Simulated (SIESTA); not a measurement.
## Pb under changes of volume

One of the cells (30.929 Å³/atom); the others are scaled copies at fixed shape and fractional positions:

```
CELL_PARAMETERS angstrom
0.00000 2.49141 2.49141
2.49141 0.00000 2.49141
2.49141 2.49141 0.00000
ATOMIC_POSITIONS crystal
Pb 0.00000 0.00000 0.00000
```

* Program: SIESTA 5.4.2
* Functional: PBE
* Potentials or basis: PseudoDojo 0.4 standard (PBE files)
* Basis: DZP (energy shift 0.002 Ry)
* Grid cutoff: 500 Ry
* Energy shift: 0.002 Ry
* k mesh: 9 × 9 × 9
* Occupations: fermi-dirac, width 0.05 eV
* Spin: no spin polarisation

| volume (Å³/atom) | energy over the lowest point (meV/atom) | pressure (GPa) |
| --- | --- | --- |
| 28.503 | 64.30 | 6.5 |
| 29.110 | 42.60 | 5.0 |
| 29.716 | ? | ? |
| 30.929 | 5.96 | 1.6 |
| 31.535 | 1.56 | 0.8 |
| 32.142 | 0.00 | 0.0 |

Q: What does the run at 29.716 Å³/atom give?

A: Energy over the lowest point 26.17 meV/atom; pressure 3.8 GPa.

Worked out: A Birch-Murnaghan fit of order 3 (a polynomial in V^(-2/3)) to the other rows has its minimum at 32.16 Å³/atom, just outside them, with B0 = V·E''(V) = 38 GPa and B' = 6.0. It gives 26.05 meV/atom at 29.716 Å³/atom, against the run's 26.17, and -dE/dV = 3.7 GPa, against 3.8.

Energies are extrapolated to zero smearing.

Caveats: semicore shells carry a single zeta, which can move pressures by several GPa and volumes by a few percent; the basis of atomic orbitals isn't converged, which shifts pressures, moduli and gaps.
